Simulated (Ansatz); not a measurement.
**Al: start and end of a relaxation**

A trial structure of Al was built thus: 5-connected net of one element (P4/mmm, No. 123). The dimensions are guesses.

start.cif

```cif
data_structure
_symmetry_space_group_name_H-M 'P4/mmm'
_symmetry_Int_Tables_number 123
_cell_length_a 6.0168
_cell_length_b 6.0168
_cell_length_c 2.4930
_cell_angle_alpha 90.000
_cell_angle_beta 90.000
_cell_angle_gamma 90.000
_cell_volume 90.25
loop_
_atom_site_label
_atom_site_type_symbol
_atom_site_symmetry_multiplicity
_atom_site_Wyckoff_symbol
_atom_site_fract_x
_atom_site_fract_y
_atom_site_fract_z
_atom_site_occupancy
Al1 Al 4 n 0.20704 0.50000 0.00000 1
```

Level of theory: DFT PBE, scalar-relativistic, plane waves, PAW in Ansatz 0.2.0. Cutoff 420 eV, Gaussian smearing, Γ-centred meshes. Cell and atoms relax first on a coarse mesh and then on a finer one. In between, the cell is made exact in the group found at 0.06 Å. In metals the finer mesh still leaves noise of several meV/atom or more. The steps can't lower the symmetry of their start. No spin polarisation.

end.cif

```cif
data_structure
_symmetry_space_group_name_H-M 'P4/mmm'
_symmetry_Int_Tables_number 123
_cell_length_a 6.3840
_cell_length_b 6.3840
_cell_length_c 2.7157
_cell_angle_alpha 90.000
_cell_angle_beta 90.000
_cell_angle_gamma 90.000
_cell_volume 110.68
loop_
_atom_site_label
_atom_site_type_symbol
_atom_site_symmetry_multiplicity
_atom_site_Wyckoff_symbol
_atom_site_fract_x
_atom_site_fract_y
_atom_site_fract_z
_atom_site_occupancy
Al1 Al 4 n 0.20647 0.50000 0.00000 1
```

The symmetry stays P4/mmm (No. 123). The volume per atom grows by 22.6 %, from 22.6 to 27.7 Å³. The shortest distance goes from 2.49 Å (Al–Al) to 2.64 Å (Al–Al). The energy falls by about 0.19 eV/atom (the start's value is from the coarse mesh).

| Quantity | Value |
| --- | --- |
| Volume per atom | 27.67 Å³ |
| Density | 1.62 g/cm³ |
| Energy over the standard state | +0.54 eV/atom |
| Gap on the 8×8×16 mesh of the 4-atom cell | 0 eV (a metal) |

Energies count from the standard state of Al at the same level. It lies above the standard state, so it could only be metastable.

The last run used Gaussian smearing of 0.10 eV. A structure relaxed within its symmetry needn't be a true minimum. In all, the 3 runs took 74 s on 1 thread of Intel(R) Xeon(R) Platinum 8259CL CPU @ 2.50GHz (Skylake/Cascade Lake), with other jobs on the host. Another cell of Al relaxed alike, in P6_3/mmc, lies 0.51 eV/atom lower, so this cell isn't the stable form at this level.
